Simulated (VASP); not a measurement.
# B (R-3m) in VASP: relaxation of cell and atoms with PBE+D3(BJ)

Aim: the relaxation of cell and atoms of B with PBE+D3(BJ).

Everything below comes from runs of VASP 6.6.1. Logs are shortened: lines on timing, memory, paths and dates and some standing lists are left out, and cuts for length are marked.

**1. The crystal as given**

The structure is trigonal, space group R-3m (No. 166). The conventional cell has a = 4.898 Å, b = 4.898 Å, c = 12.524 Å, α = 90.00°, β = 90.00°, γ = 120.00°. B (site symmetry m) is surrounded by 6 B at 1.67 to 1.80 Å. Around B (site symmetry m) lie 7 B at 1.77 to 2.01 Å.

**2. Relaxation of cell and atoms, PBE+D3(BJ)**

Input file INCAR:

```
PREC     = Accurate       # precision mode
ENCUT    = 600            # plane-wave cutoff, eV
EDIFF    = 1E-7           # SCF threshold, eV
ISMEAR   = 0              # smearing method
SIGMA    = 0.02           # smearing width, eV
LREAL    = False          # projectors in reciprocal space
LASPH    = True           # aspherical terms in the spheres
NELM     = 100            # most SCF steps
ALGO     = Fast           # electronic algorithm
ISIF     = 3              # what is computed and relaxed
LWAVE    = False          # write WAVECAR
LCHARG   = False          # write CHGCAR
GGA      = PE             # functional
IVDW     = 12             # dispersion correction
IBRION   = 2              # ionic algorithm
NSW      = 90             # ionic steps
EDIFFG   = -0.005         # ionic threshold
```

Input file KPOINTS:

```
Automatic mesh
0
Gamma
  6 6 6
```

Input file POSCAR:

```
B
1.0
    2.4491963900      1.4140442000      4.1747204400
   -2.4491963900      1.4140442000      4.1747204400
    0.0000000000     -2.8280883900      4.1747204400
B
12
Direct
    0.0099700400      0.6542851200      0.0099700400
    0.0099700400      0.0099700400      0.6542851200
    0.6542851200      0.0099700400      0.0099700400
    0.3457148800      0.9900299600      0.9900299600
    0.9900299600      0.3457148800      0.9900299600
    0.9900299600      0.9900299600      0.3457148800
    0.2205655700      0.6316348300      0.2205655700
    0.2205655700      0.2205655700      0.6316348300
    0.6316348300      0.2205655700      0.2205655700
    0.3683651700      0.7794344300      0.7794344300
    0.7794344300      0.3683651700      0.7794344300
    0.7794344300      0.7794344300      0.3683651700
```

Potentials or basis: VASP PAW PBE potentials, release 64 (B).

Started as:

```bash
> cat potpaw_PBE.64/B/POTCAR > POTCAR
> mpirun -np 1 vasp_std > vasp.out
```

OUTCAR:

```text
PREC = Accurate
   ENCUT = 600
   EDIFF = 1E-7
   ISMEAR = 0
   LREAL = False
   LASPH = True
   NELM = 100
   ISIF = 3
   GGA = PE
   IVDW = 12
   IBRION = 2
   NSW = 90
   EDIFFG = -0.005
 IVDW          = 12

 ion  position               nearest neighbor table
   1  0.010  0.654  0.010-   5 1.67   3 1.74   2 1.74   7 1.79  12 1.80  10 1.80
   2  0.010  0.010  0.654-   6 1.67   3 1.74   1 1.74   8 1.79  10 1.80  11 1.80
   3  0.654  0.010  0.010-   4 1.67   1 1.74   2 1.74   9 1.79  12 1.80  11 1.80
   4  0.346  0.990  0.990-   3 1.67   5 1.74   6 1.74  10 1.79   8 1.80   7 1.80
   5  0.990  0.346  0.990-   1 1.67   4 1.74   6 1.74  11 1.79   8 1.80   9 1.80
   6  0.990  0.990  0.346-   2 1.67   4 1.74   5 1.74  12 1.79   9 1.80   7 1.80
   7  0.221  0.632  0.221-  12 1.77  10 1.77   1 1.79   6 1.80   4 1.80   9 2.01   8 2.01
   8  0.221  0.221  0.632-  10 1.77  11 1.77   2 1.79   4 1.80   5 1.80   7 2.01   9 2.01
   9  0.632  0.221  0.221-  12 1.77  11 1.77   3 1.79   6 1.80   5 1.80   7 2.01   8 2.01
  10  0.368  0.779  0.779-   8 1.77   7 1.77   4 1.79   2 1.80   1 1.80  11 2.01  12 2.01
  11  0.779  0.368  0.779-   8 1.77   9 1.77   5 1.79   2 1.80   3 1.80  10 2.01  12 2.01
  12  0.779  0.779  0.368-   7 1.77   9 1.77   6 1.79   3 1.80   1 1.80  10 2.01  11 2.01

  LATTYP: Found a trigonal (rhomboedric) cell.
 ALAT       =     5.0424572094
 COS(alpha) =     0.5281621515

  Lattice vectors:

 A1 = (   2.4491963900,   1.4140442000,   4.1747204400)
 A2 = (  -2.4491963900,   1.4140442000,   4.1747204400)
 A3 = (   0.0000000000,  -2.8280883900,   4.1747204400)

Analysis of symmetry for initial positions (statically):
=====================================================================
 Subroutine PRICEL returns:
 Original cell was already a primitive cell.

 Routine SETGRP: Setting up the symmetry group for a
 trigonal (rhombohedral) supercell.

 Subroutine GETGRP returns: Found 12 space group operations
 (whereof 12 operations were pure point group operations)
 out of a pool of 12 trial point group operations.

The static configuration has the point symmetry D_3d.

Analysis of symmetry for dynamics (positions and initial velocities):
=====================================================================
 Subroutine PRICEL returns:
 Original cell was already a primitive cell.

 Routine SETGRP: Setting up the symmetry group for a
 trigonal (rhombohedral) supercell.

 Subroutine GETGRP returns: Found 12 space group operations
 (whereof 12 operations were pure point group operations)
 out of a pool of 12 trial point group operations.

The dynamic configuration has the point symmetry D_3d.

 Subroutine INISYM returns: Found 12 space group operations
 (whereof 12 operations are pure point group operations),
 and found     1 'primitive' translations

----------------------------------------------------------------------------------------

                                     Primitive cell

[... 102 lines left out ...]
   ISTART =      0    job   : 0-new  1-cont  2-samecut
   ICHARG =      2    charge: 1-file 2-atom 10-const
   ISPIN  =      1    spin polarized calculation?
   LNONCOLLINEAR =      F non collinear calculations
   LSORBIT =      F    spin-orbit coupling
   LASPH  =      T    aspherical Exc in radial PAW
   ENCUT  =  600.0 eV  44.10 Ry    6.64 a.u.  10.07 10.07 10.07*2*pi/ulx,y,z
   NELM   =    100;   NELMIN=  2; NELMDL= -5     # of ELM steps
   EDIFF  = 0.1E-06   stopping-criterion for ELM
   LREAL  =      F    real-space projection
   EDIFFG = -.5E-02   stopping-criterion for IOM
   NSW    =     90    number of steps for IOM
   IBRION =      2    ionic relax: 0-MD 1-quasi-New 2-CG
   NFREE  =      1    steps in history (QN), initial steepest desc. (CG)
   ISIF   =      3    stress and relaxation
   ISYM   =      2    0-nonsym 1-usesym 2-fastsym
   POTIM  = 0.5000    time-step for ionic-motion
   TEBEG  =    0.0;   TEEND  =   0.0 temperature during run
   PSTRESS=    0.0 pullay stress
   NELECT =      36.0000    total number of electrons
   NUPDOWN=      -1.0000    fix difference up-down
   EMIN   =  10.00;   EMAX   =-10.00  energy-range for DOS
   EFERMI =   0.00;   METHOD = LEGACY
   ISMEAR =     0;   SIGMA  =   0.02  broadening in eV -4-tet -1-fermi 0-gaus
   EFERMI_NEDOS =   21; number of points for ismear=-14 and -15
   IALGO  =     68    algorithm
   IMIX   =      4    mixing-type and parameters
     AMIX     =   0.40;   BMIX     =  1.00
     AMIX_MAG =   1.60;   BMIX_MAG =  1.00
  volume/ion in A,a.u.               =       7.23        48.78
  Fermi-wavevector in a.u.,A,eV,Ry     =   1.221108  2.307559 20.287697  1.491104
  Thomas-Fermi vector in A             =   2.356301
   LORBIT       =      0    0 simple, 1 ext, 2 COOP (PROOUT), +10 PAW based schemes
   GGA     = PE    functional components
   LHFCALC =     F    Hartree Fock is set to
   AEXX    =    0.0000 exact exchange contribution
   IVDW    =    12    specifies the selected vdW correction
   LEPSILON=     F    determine dielectric tensor
   LRPA    =     F    only Hartree local field effects (RPA)
 conjugate gradient relaxation of ions
 non-spin polarized calculation
 RMM-DIIS sequential band-by-band and
 Gauss-broadening in eV      SIGMA  =   0.02
  energy-cutoff  :      600.00
  volume of cell :       86.75
 maximum number of plane-waves:      2917
   NGX = 21   NGY = 21   NGZ = 21

--------------------------------------- Ionic step        1  -------------------------------------------

 number of electron      36.0000000 magnetization

 Free energy of the ion-electron system (eV)
  ---------------------------------------------------
  ext. energy  EPLUGINS =         0.00000000
  ---------------------------------------------------
  free energy    TOTEN  =       -80.46640340 eV

  energy without entropy =      -80.46640340  energy(sigma->0) =      -80.46640340

------------------------ aborting loop because EDIFF is reached ----------------------------------------

 Edisp (eV)   -2.46608

 E8    (eV) :    -0.8168
[... 391 lines left out ...]
--------------------------------------- Ionic step        9  -------------------------------------------

 number of electron      36.0000000 magnetization

 Free energy of the ion-electron system (eV)
  ---------------------------------------------------
  ext. energy  EPLUGINS =         0.00000000
  ---------------------------------------------------
  free energy    TOTEN  =       -80.44093001 eV

  energy without entropy =      -80.44093001  energy(sigma->0) =      -80.44093001

 E-fermi :   6.3009     XC(G=0): -11.6522

 val. band max:        6.1986303325   @ k =   0.5000   0.5000   0.5000
 cond. band min:       7.5640848440   @ k =   0.0000   0.0000   0.0000
 fundamental gap:      1.3654545115
 Fermi energy:         6.3009299797

 k-point     1 :       0.0000    0.0000    0.0000
  band No.  band energies     occupation
      1     -10.2305      2.00000
      2      -4.3937      2.00000
      3      -4.1277      2.00000
      4      -4.1277      2.00000
      5      -3.1750      2.00000
      6      -2.4798      2.00000
[... 661 lines left out ...]
     24      11.3763      0.00000
     25      11.7888      0.00000

 [... further k-points ...]

------------------------ aborting loop because EDIFF is reached ----------------------------------------

 Edisp (eV)   -2.51797

 E8    (eV) :    -0.8340
[... 35 lines left out ...]
  FREE ENERGIE OF THE ION-ELECTRON SYSTEM (eV)
  ---------------------------------------------------
  free  energy   TOTEN  =       -82.9588993264 eV

  energy  without entropy=      -82.9588993264  energy(sigma->0) =      -82.95889933

 reached required accuracy - stopping structural energy minimisation
```

OSZICAR:

```text
N       E                     dE             d eps       ncg     rms          rms(c)
DAV:   1     0.102639814157E+03    0.10264E+03   -0.18577E+04  1600   0.148E+03
DAV:   2    -0.787564793900E+02   -0.18140E+03   -0.17501E+03  2143   0.262E+02
DAV:   3    -0.851008540180E+02   -0.63444E+01   -0.63015E+01  2151   0.451E+01
DAV:   4    -0.851593185517E+02   -0.58465E-01   -0.58391E-01  1992   0.477E+00
[... 75 lines left out ...]
       N       E                     dE             d eps       ncg     rms          rms(c)
DAV:   1    -0.804409321186E+02    0.20623E-05   -0.55165E-04  1685   0.146E-01    0.629E-03
RMM:   2    -0.804409301136E+02    0.20050E-05   -0.13062E-05  1600   0.228E-02    0.264E-03
RMM:   3    -0.804409300242E+02    0.89407E-07   -0.46592E-06  1601   0.101E-02    0.119E-03
RMM:   4    -0.804409300087E+02    0.15460E-07   -0.31819E-07  1211   0.368E-03
   9 F= -.82958899E+02 E0= -.82958899E+02  d E =-.367039E-04
```

It took 6.8 min on 1 thread of Intel Xeon Platinum 8259CL at 2.50GHz (Skylake/Cascade Lake), shared host; peak memory 0.29 GiB.

What came out:

```yaml
Free_energy: -82.9589 eV
Relaxed_volume: 7.08 Å³/atom
Relaxed_cell: a = 5.014 Å, b = 5.014 Å, c = 5.014 Å, α = 58.00°, β = 58.00°, γ = 58.00°
Space_group_after_relaxing_to_0.05_Å: R-3m (No. 166)
Energy_gained_by_relaxing: 2.2 meV/atom
Ionic_steps: 9
Pressure_after_relaxing: 0.0 GPa
Band_gap_on_the_k_mesh: 1.37 eV, indirect (least direct gap 1.73 eV)
Dispersion_energy_per_atom: -0.210 eV
```

Forces in eV/Å, atoms in the order of the input:
```
B   -0.001  0.001 -0.001
B    0.000 -0.001 -0.001
B    0.001  0.001 -0.001
B   -0.001 -0.001  0.001
B    0.001 -0.001  0.001
B    0.000  0.001  0.001
B    0.000  0.000 -0.002
B    0.000  0.001 -0.002
B    0.000  0.000 -0.002
B    0.000  0.000  0.002
B    0.000  0.000  0.002
B    0.000 -0.001  0.002
```

The path:
```csv
step,energy change (eV),largest force (eV/Å),pressure (GPa),volume (Å³)
1,0.0000,0.1497,-3.76,86.75
2,-0.0225,0.1309,1.49,84.63
3,-0.0237,0.1353,0.51,85.01
4,-0.0255,0.0845,-0.20,85.01
5,-0.0261,0.0403,0.03,85.01
6,-0.0263,0.0423,-0.02,85.02
7,-0.0264,0.0194,0.00,85.02
8,-0.0264,0.0121,-0.01,85.02
9,-0.0264,0.0023,0.00,85.02
```

Final structure:
```
B
1.0
     2.43056    1.40328    4.15432
    -2.43056    1.40328    4.15432
     0.00000   -2.80657    4.15432
B
12
Cartesian
  -1.5625 0.9021 2.8032
  0.0000 -1.8043 2.8032
  1.5625 0.9021 2.8032
  -1.5625 -0.9021 9.6598
  1.5625 -0.9021 9.6598
  0.0000 1.8043 9.6598
  -0.9901 0.5717 4.4587
  0.0000 -1.1433 4.4587
  0.9901 0.5717 4.4587
  -0.9901 -0.5717 8.0043
  0.9901 -0.5717 8.0043
  0.0000 1.1433 8.0043
```
